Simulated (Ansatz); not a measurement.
**Sensitivity of the gradients in Hf₃N₄ to the input**

This input was run with Ansatz:

```yaml
crystal:
  lattice:
    - [-3.3505, 3.3505, 3.3505]
    - [3.3505, -3.3505, 3.3505]
    - [3.3505, 3.3505, -3.3505]
  atoms:
    - { symbol: Hf, position: [0.25, 0.625, 0.375] }
    - { symbol: Hf, position: [0.375, 0.25, 0.625] }
    - { symbol: Hf, position: [0.75, 0.875, 0.125] }
    - { symbol: Hf, position: [0.125, 0.75, 0.875] }
    - { symbol: Hf, position: [0.625, 0.375, 0.25] }
    - { symbol: Hf, position: [0.875, 0.125, 0.75] }
    - { symbol: "N", position: [0.126, 0.126, 0.126] }
    - { symbol: "N", position: [0.874, 0.5, 0.0] }
    - { symbol: "N", position: [0.5, 0.0, 0.374] }
    - { symbol: "N", position: [0.0, 0.874, 0.5] }
    - { symbol: "N", position: [0.374, 0.5, 0.0] }
    - { symbol: "N", position: [0.626, 0.626, 0.626] }
    - { symbol: "N", position: [0.0, 0.374, 0.5] }
    - { symbol: "N", position: [0.5, 0.0, 0.874] }
kpoints:
  mp_grid: { grid: [6, 6, 6] }
scf:
  occupations: { method: gaussian, width: 0.3 }
hamiltonian:
  xc: pbe
  pseudopotentials: { kind: paw, frozen_core: stored }
output:
  forces: true
  stress: true
  populations: true
  efg: { quadrupole_moments_barn: { Hf: 3.365, "N": 0.02044 } }
```

```sh
ansatz run input.yaml --threads 1 --pin off --max-ram 3072MiB --backend cpu --events-out ev --progress --plain --runs-dir out
```

It converged. Of its output the block on the nuclei alone is shown, without the SCF iterations, energies, forces and stress (one atom of each set):

```
--- PAW observables at the nuclei: V_zz in 10²¹ V/m², potentials from the cell's mean, atoms counted from 1 ---
  atom   1  Hf V_zz =   +33.117640   η = 0.0000   by run symmetry: allowed   C_q = +2694.6280 MHz
            electrostatic potential = -14185.439580 V   contact ρ = none
  atom   7  N  V_zz =    +1.036204   η = 0.0000   by run symmetry: allowed   C_q = +0.5121 MHz
            electrostatic potential = -527.991439 V   contact ρ = none
```

Question: Can these gradients be trusted, and how do they compare with a run on standard settings?

Answer: They agree with the standard run. Against the standard input the change is `scf.occupations.method`: fermi_dirac → gaussian; `scf.occupations.width`: 0.02 → 0.3. A site carries the number of its first atom; V_zz in 10²¹ V/m².

```json
{"site": "Hf", "atom": "1", "V_zz standard": "33.1", "η standard": "0.00", "V_zz here": "33.1", "η here": "0.00"}
{"site": "N", "atom": "7", "V_zz standard": "1.04", "η standard": "0.00", "V_zz here": "1.04", "η here": "0.00"}
```

All printed values agree. SCF iterations: 7 and 7. In the changed run the smearing of 0.30 eV is wide against a gap of 1.0 eV, yet the gradients stay close to the reference.

On the reference run: The calculated pressure of 7 GPa (PBE) comes partly from the unrelaxed atoms: it is 3.4 GPa once they are relaxed in the same cell. The largest force is 0.3 eV/Å, so the atoms aren't at the calculated equilibrium and relaxing them would move these values. Without spin–orbit coupling the gradients at and beside Hf can be off by some per cent, at some sites by more.
